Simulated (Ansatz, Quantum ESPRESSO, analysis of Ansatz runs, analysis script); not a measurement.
# Do two programs agree on Al_i in AlN (P6_3mc)? (Ansatz and Quantum ESPRESSO), part 2 of 2

How far apart do two plane-wave programs put the levels and formation energies of Al_i in AlN (P6_3mc)? Both take a cell of 72 host atoms with 1 Al put in.

Ansatz and Quantum ESPRESSO ; two programs on one cell.

So far: The starting structure; Ansatz: the charge states.

## 3. Quantum ESPRESSO: the charge states

Level of this step: Quantum ESPRESSO plane-wave DFT, PBEsol, GBRV 1.5 PBEsol potentials; relaxation of all atoms of a defect supercell at fixed charge in a uniform background (Quantum ESPRESSO).

Each charge needs its own total energy at its own relaxed structure. Quantum ESPRESSO starts from the structures that Ansatz relaxed in the same cell. A uniform background keeps charged cells neutral.

Method: Quantum ESPRESSO plane-wave DFT, PBEsol, GBRV 1.5 PBEsol potentials. One state in full; the table below says how the others differ.

Contents of pw.in:

```
&CONTROL
  calculation = 'relax'
  prefix = 'pwscf'
  outdir = './tmp'
  pseudo_dir = './pseudo'
  tprnfor = .true.
  disk_io = 'low'
  nstep = 70
  forc_conv_thr = 0.00078
  etot_conv_thr = 0.0001
/
&SYSTEM
  ibrav = 0
  nat = 73
  ntyp = 2
  ecutwfc = 40
  ecutrho = 324
  nbnd = 149
  occupations = 'fixed'
  tot_charge = 1
  nosym = .true.
/
&ELECTRONS
  conv_thr = 7d-08
  electron_maxstep = 100
  mixing_beta = 0.5
/
&IONS
  ion_dynamics = 'bfgs'
/
ATOMIC_SPECIES
Al    26.9815 al_pbesol_v1.uspp.F.UPF
N     14.0070 n_pbesol_v1.2.uspp.F.UPF
CELL_PARAMETERS angstrom
   9.3449669604   -0.0000000009    0.0000000000
  -4.6724836302    8.0929788684    0.0000000000
   0.0000000000    0.0000000000    9.9778324024
ATOMIC_POSITIONS crystal
Al     0.2242645815    0.1133343189    0.2482078749
Al     0.1141983577    0.2243697320    0.5004776882
[... 19 atom lines left out ...]
Al     0.1117519133    0.8887189658    0.9957179636
[... 10 atom lines left out ...]
Al     0.5509454615    0.4334251244    0.2580285208
[... 2 atom lines left out ...]
N      0.4580588430    0.5675678776    0.1929493194
[... 1 atom line left out ...]
Al     0.4443596120    0.5590560792    0.9819374127
N      0.5547718797    0.4416443881    0.9363481767
[... 20 atom lines left out ...]
N      0.7787168495    0.5678288891    0.1920697562
[... 1 atom line left out ...]
Al     0.7831707081    0.5587697402    0.9817390706
[... 2 atom lines left out ...]
Al     0.9158242094    0.7873290125    0.2799218209
[... 2 atom lines left out ...]
N      0.7737883028    0.8779833209    0.2550320084
[... 1 atom line left out ...]
Al     0.7685572528    0.8699521326    0.9375527955
N      0.9070144776    0.7755578499    0.9143108773
[... 1 atom line left out ...]
Al     0.6880531052    0.7069387857    0.1324792257
K_POINTS crystal
1
0.25 0.25 0.25 1.0
```

Contents of pp_potential.in:

```
&INPUTPP
  prefix = 'pwscf'
  outdir = './tmp'
  filplot = 'potential.dat'
  plot_num = 11
/
&PLOT
  nfile = 1
  filepp(1) = 'potential.dat'
  iflag = 3
  output_format = 6
  fileout = 'potential.cube'
/
```

Launch:

```sh
$ OMP_NUM_THREADS=1 mpirun -n 4 pw.x -in pw.in > pw.out
$ OMP_NUM_THREADS=1 mpirun -n 4 pp.x -in pp_potential.in > pp_potential.out
```

What it wrote:

```text
[shortened: banners, details of potentials and solvers, and blank lines are left out]
     bravais-lattice index     =            0
     lattice parameter (alat)  =      17.6594  a.u.
     unit-cell volume          =    5092.3586 (a.u.)^3
     number of atoms/cell      =           73
     number of atomic types    =            2
     number of electrons       =       290.00
     number of Kohn-Sham states=          149
     kinetic-energy cutoff     =      40.0000  Ry
     charge density cutoff     =     324.0000  Ry
     scf convergence threshold =      7.0E-08
     mixing beta               =       0.5000
     number of iterations used =            8  plain     mixing
     energy convergence thresh.=      1.0E-04
     force convergence thresh. =      7.8E-04
     Exchange-correlation= SLA  PW   PSX  PSC
                           (   1   4  10   8   0   0   0)
     nstep                     =           70
     crystal axes: (cart. coord. in units of alat)
               a(1) = (   1.000000  -0.000000   0.000000 )
[...]
new trust radius        =       0.0021109734 bohr
[...]
ATOMIC_POSITIONS (crystal)
Al               0.2242631464        0.1133307488        0.2482143888
[...]
Self-consistent Calculation
[...]
k = 0.2500 0.4330 0.2341 ( 21770 PWs)   bands (ev):
    -7.9728  -7.6158  -7.4526  -7.3231  -7.0848  -6.9908  -6.7618  -6.7027
[...]
highest occupied, lowest unoccupied level (ev):     9.9256   11.7804
!    total energy              =    -977.86251224 Ry
[...]
convergence has been achieved in   6 iterations
     Forces acting on atoms (cartesian axes, Ry/au):
     atom    1 type  1   force =     0.00002804    0.00002826   -0.00004727
[...]
Total force =     0.001588     Total SCF correction =     0.000034
[...]
bfgs converged in   3 scf cycles and   2 bfgs steps
[...]
End of BFGS Geometry Optimization
     Final energy             =    -977.8625122375 Ry
[...]
ATOMIC_POSITIONS (crystal)
Al               0.2242622610        0.1133315589        0.2482183113
[...]
JOB DONE.
```

Elapsed: 74 s, on 4 MPI ranks of AMD EPYC 9R14 (Zen 4), shared host; peak memory 1.4 GiB.

The runs, on 4 MPI ranks of AMD EPYC 9R14 (Zen 4), shared host:

| charge | moment held (μB) | k-points | occupations | outcome | force calls | largest force component (eV/Å) | time |
| --- | --- | --- | --- | --- | --- | --- | --- |
| +1 | no spin | one point at (¼, ¼, ¼) | fixed | converged | 3 | 0.010 | 74 s |
| +3 | no spin | one point at (¼, ¼, ¼) | fixed | converged | 2 | 0.014 | 47 s |
| +2 | 1 | one point at (¼, ¼, ¼) | fixed | converged | 3 | 0.016 | 2.3 min |
| 0 | 1 | one point at (¼, ¼, ¼) | fixed | converged | 3 | 0.014 | 2.5 min |

## 4. Corrections

A charged cell interacts with its periodic copies and the background. The energy of a point charge, screened by the host's static dielectric constant, removes the leading part. The potential at far atoms (Gaussian weight of 0.7 Å), less the host's and less the model's, gives a shift, which enters times the charge. Each program has its own host run, band edges and elemental references.

Ansatz, by state, in eV:

| charge | moment (μB) | energy over the host, electrons at the valence top | point-charge term | shift at far sites | its spread | correction |
| --- | --- | --- | --- | --- | --- | --- |
| +1 | 0 | -519.568 | 0.261 | 0.099 | 0.086 | 0.359 |
| +3 | 0 | -527.363 | 2.348 | 0.014 | 0.144 | 2.389 |
| +2 | 1 | -523.083 | 1.044 | 0.052 | 0.086 | 1.148 |
| 0 | 1 | -515.093 | 0.000 | 0.145 | 0.099 | 0.000 |

Quantum ESPRESSO, by state, in eV:

| charge | moment (μB) | energy over the host, electrons at the valence top | point-charge term | shift at far sites | its spread | correction |
| --- | --- | --- | --- | --- | --- | --- |
| +1 | 0 | -85.625 | 0.261 | 0.075 | 0.097 | 0.336 |
| +3 | 0 | -93.360 | 2.348 | -0.011 | 0.169 | 2.314 |
| +2 | 1 | -89.116 | 1.044 | 0.028 | 0.104 | 1.099 |
| 0 | 1 | -81.165 | 0.000 | 0.124 | 0.106 | 0.000 |

## 5. Side by side

Gap and levels in eV, each from its own valence top; in brackets without the correction:

| program | gap | (+3/+2) | (+2/+1) | (+1/0) |
| --- | --- | --- | --- | --- |
| Ansatz | 4.084 | 3.038 (4.279) | 2.726 (3.515) | 4.116 (4.475) |
| Quantum ESPRESSO | 4.075 | 3.029 (4.244) | 2.728 (3.491) | 4.124 (4.460) |

Formation energies in eV, Fermi level at the valence top, the exchanged atoms taken from or given to their elements:

| charge | Ansatz | Quantum ESPRESSO | difference |
| --- | --- | --- | --- |
| +3 | -0.428 | -0.366 | 0.062 |
| +2 | 2.611 | 2.662 | 0.051 |
| +1 | 5.337 | 5.391 | 0.054 |
| 0 | 9.452 | 9.514 | 0.062 |

## 6. Results

| Item | Value |
| --- | --- |
| difference in the gap | 0.009 eV |
| largest difference in a level | 0.009 eV |
| largest difference in a formation energy | 0.062 eV |

**Reading.** The corrected levels differ by at most 0.009 eV, at (+3/+2), the gaps by 0.009 eV and the formation energies by 0.062 eV. Ansatz gives (+3/+1) at 2.88 eV above the valence top and, in doubt (see the remarks), (+1/0) at 4.12 (just past the conduction bottom) eV, in a gap of 4.08 eV (charges 0 to +3 were run). Quantum ESPRESSO gives (+3/+1) at 2.88 eV above the valence top and, in doubt (see the remarks), (+1/0) at 4.12 (just past the conduction bottom) eV, in a gap of 4.08 eV (charges 0 to +3 were run). From the first structures the second relaxations gained under 0.001 eV. The remarks that follow take the numbers of Ansatz. Of the steps between neighbouring charges, (+1/0) (4.12 eV) lies outside the gap. Where such a step puts a carrier into a host band, it costs more at these k-points than at the band edge (no band-filling term is applied), and its value means little; where the carrier stays bound, the too small gap or a large relaxation puts the step outside. (+3/+2) stands at 3.04 eV corrected and at 4.13 eV with the shift of the neutral cell alone; the second value is within 0.25 eV of a band edge or past it. The correction assumes a bound carrier. (+1/0) lies within 0.15 eV of a band edge, inside the error of the method. At this k-point the host supercell misses the unit cell's energy on a dense mesh by 0.016 eV an atom, so the levels may move on a mesh. The added atom ends up to 0.8 Å from its starting site, where the model charge stands; other sites weren't tried, so a charge may sit in a place that isn't its lowest. The potential shift scatters over the far sites; times the charge that is up to 0.43 eV, a measure of how far the corrections hold. Under Al-rich conditions the lowest formation energy of the charges run is negative for Fermi levels from 0.00 to 0.14 eV. Where the chemical potentials rest on the N2 molecule, as in the limit rich in that element, it is taken at 0 K, with no correction of the binding and no zero-point energy. Core time for the states listed: 20 min with Ansatz, the first from displaced ideal sites and the others chained to it, 27 min with Quantum ESPRESSO from relaxed ones, on shared hosts. Agreement tests the programs, not the model: both share the functional (Ansatz's PAW files were made with PBE), the cell, the sampling and the correction. Keep in mind: one k-point off the zone centre stands for the whole zone; the host was not tested for a distortion of lower energy; PBEsol makes the gap too small and tends to spread out bound carriers.

[Logs are printed without paths, hosts, clocks, repeated set-up lines and the standing remarks that a program may print on its own settings, such as how far it seeks lower states.]

[Hosts, paths, dates, database ids (printed as entryN), source tags and the programs' standing remarks are cut or masked in the printed files.]

[Where a table of states has a column of steps, it counts the stored structures, which are thinned; the runs took as many ionic steps or more.]

[For some hosts the program warned that the k-mesh of the response run may be too coarse for force constants and the static dielectric constant; such warnings are not shown here.]
